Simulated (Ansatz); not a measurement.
**ZnO under changes of volume**

One of the cells (10.210 Å³/atom); the others are scaled copies at fixed shape and fractional positions:

```
CELL_PARAMETERS angstrom
0.00000 2.16944 2.16944
2.16944 0.00000 2.16944
2.16944 2.16944 0.00000
ATOMIC_POSITIONS crystal
Zn 0.00000 0.00000 0.00000
O 0.50000 0.50000 0.50000
```

Measurements of this composition are mostly on another form, of space group No. 186.

| Property | Result |
| --- | --- |
| Program | Ansatz 0.2.0 |
| Functional | PBE |
| Potentials or basis | Ansatz PAW |
| Cutoff | 420 eV (not typed: the program's choice for these potentials) |
| k mesh | 11 × 11 × 11 |
| Occupations | fermi-dirac, width 0.05 eV |
| Spin | no spin polarisation |

```tsv
volume (Å³/atom)	energy over the lowest point (meV/atom)	pressure (GPa)	gap on the mesh (eV)
9.598	?	?	?
9.802	6.28	6.2	0.93
10.006	0.91	2.4	0.84
10.210	0.00	-1.0	0.75
10.415	3.25	-4.0	0.66
10.619	10.27	-6.8	0.58
10.823	20.36	-9.2	0.50
```

Task: What does the run at 9.598 Å³/atom give?

Result: Energy over the lowest point 16.92 meV/atom; pressure 10.5 GPa; gap on the mesh 1.03 eV.

Worked out: A Birch-Murnaghan fit of order 3 (a polynomial in V^(-2/3)) to the other rows has its minimum at 10.15 Å³/atom with B0 = V·E''(V) = 165 GPa and B' = 4.7. It gives 16.86 meV/atom at 9.598 Å³/atom, against the run's 16.92, and -dE/dV = 10.5 GPa, against 10.5. A straight line through the other rows of the gap, of slope -4.35 eV per unit of ln V, extrapolates to 1.02 eV, against the run's 1.03.

Energies are extrapolated to zero smearing.

Caveats: odd divisions of the mesh miss points on the zone boundary, where band edges often lie, so the gap on the mesh can be too wide.

A mesh can miss the band edges.
